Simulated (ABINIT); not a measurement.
A calculation with ABINIT 10.8.3 (patched build) of MnO (native input, structure typed inline):

The input run.abi:

```
pp_dirpath "./"
pseudos "Mn.GGA_PBE-JTH.xml, O.GGA_PBE-JTH.xml"

acell 3*1.0
rprim
     5.6115151008     0.0000000000     0.0000000000
    -2.8057575599     4.8597146230     0.0000000000
     0.0000000000     0.0000000000     5.4765607254
ntypat 2
znucl 25 8
natom 2
typat 1 2
xred
     0.0000000000     0.0000000000     0.0000000000
     0.6666666667     0.3333333333     0.5000000000

ecut 707.496042 eV
pawecutdg 48.0
pawxcdev 0

kptopt 1
ngkpt 10 10 9
nshiftk 1
shiftk 0.0 0.0 0.0

ixc 11

nband 16
occopt 3
tsmear 0.05 eV

nsppol 2
spinat
     0.0000000000     0.0000000000     5.0000000000
     0.0000000000     0.0000000000     0.0000000000

nstep 100
tolvrs 1.0e-9

iomode 3
prtwf 0
prtden 0
prteig 0
prtebands 0
enunit 2
```

Potentials or basis: JTH PAW PBE v2.0.

Run with:

```bash
$ abinit run.abi > log 2>&1
```

Measurements of this composition are mostly on another form, of space group No. 225.

Q: Write the same calculation in another form: native input, structure from a POSCAR.

A: As run:

run.abi

```
# Pseudopotentials
pp_dirpath "./"
pseudos "Mn.GGA_PBE-JTH.xml, O.GGA_PBE-JTH.xml"

# Structure
structure "poscar:POSCAR"
natom 2

# Plane-wave basis
ecut 26.0
pawecutdg 48.0
pawxcdev 0

# k points
kptopt 1
ngkpt 10 10 9
nshiftk 1
shiftk 0.0 0.0 0.0

# Exchange and correlation
ixc 11

# Bands and occupations
nband 16
occopt 3
tsmear 0.00183747

# Spin
nsppol 2
spinat
     0.0000000000     0.0000000000     5.0000000000
     0.0000000000     0.0000000000     0.0000000000

# SCF cycle
nstep 100
tolvrs 1.0e-9

# Output
iomode 3
prtwf 0
prtden 0
prteig 0
prtebands 0
enunit 2
```

The input POSCAR:

```
MnO
1.0
    2.9694859100      0.0000000000      0.0000000000
   -1.4847429600      2.5716502300      0.0000000000
    0.0000000000      0.0000000000      2.8980711300
Mn O
1 1
Direct
    0.0000000000      0.0000000000      0.0000000000  Mn
    0.6666666667      0.3333333333      0.5000000000  O
```

Potentials or basis: JTH PAW PBE v2.0.

Launch:

```sh
$ abinit run.abi > log 2>&1
```

Both were run:

|  | native input, structure typed inline | native input, structure from a POSCAR |
| --- | --- | --- |
| Pressure | -1.4 GPa | -1.4 GPa |
| Band gap on the k mesh | none (metal or under the smearing width) | none (metal or under the smearing width) |
| Net moment | 4.75 μB per cell | 4.75 μB per cell |
| Site moments | Mn +4.17; O +0.19 μB | Mn +4.17; O +0.19 μB |
| Valence electrons inside the program's atomic spheres | Mn 13.01; O 4.51 | Mn 13.01; O 4.51 |

Keys that steer only the numerical path or the files written may differ.

Caveat: a cell with one magnetic atom can't hold antiferromagnetic order, which such compounds often take; semilocal functionals often make such compounds metallic where correlation or magnetic order opens a gap, which also shifts bond lengths.
